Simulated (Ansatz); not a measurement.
**Cd (P6_3/mmc), one atom moved over a plane**

These are results of DFT PBE, scalar-relativistic, plane waves, PAW in Ansatz 0.2.0, not measurements. Settings: plane waves to 420 eV, k-mesh 18×18×8 (Γ-centred), Gaussian smearing 0.15 eV. No spin polarisation. Energies are free energies at this smearing, counted from the undisturbed cell; pressure is positive in compression.

The starting cell (as given, not relaxed at this level; it stands at 2.9 GPa):

```yaml
crystal:
  lattice:
    - [2.97887, 0.00000, 0.00000]
    - [-1.48944, 2.57978, 0.00000]
    - [0.00000, 0.00000, 5.61765]
  atoms:
    - { symbol: Cd, position: [0.33333, 0.66667, 0.25000] }
    - { symbol: Cd, position: [0.66667, 0.33333, 0.75000] }
```

Atom 1 (Cd) is moved by p along (0.000, 1.000, 0.000) and q along (0.000, 0.000, 1.000) (Å), all else fixed. Points are written (p, q).

Energy above the undisturbed cell in eV/cell (a dash: not computed):

```
 p \ q  -0.600  -0.300  0.000  0.300  0.600
-0.600    0.59    0.14   0.02   0.14   0.59
-0.300    0.53    0.12   0.01   0.12   0.53
 0.000    0.49    0.10   0.00   0.10   0.49
 0.300    0.55    0.13   0.02   0.13   0.55
 0.600    0.78    0.21   0.07   0.21   0.78
```

Pressure in GPa:

```
 p \ q  -0.600  -0.300  0.000  0.300  0.600
-0.600    11.5     5.3    3.5    5.3   11.5
-0.300    10.6     4.8    3.1    4.8   10.6
 0.000    10.0     4.5    2.9    4.5   10.0
 0.300    10.8     4.9    3.2    4.9   10.8
 0.600    13.5     6.2    4.2    6.2   13.5
```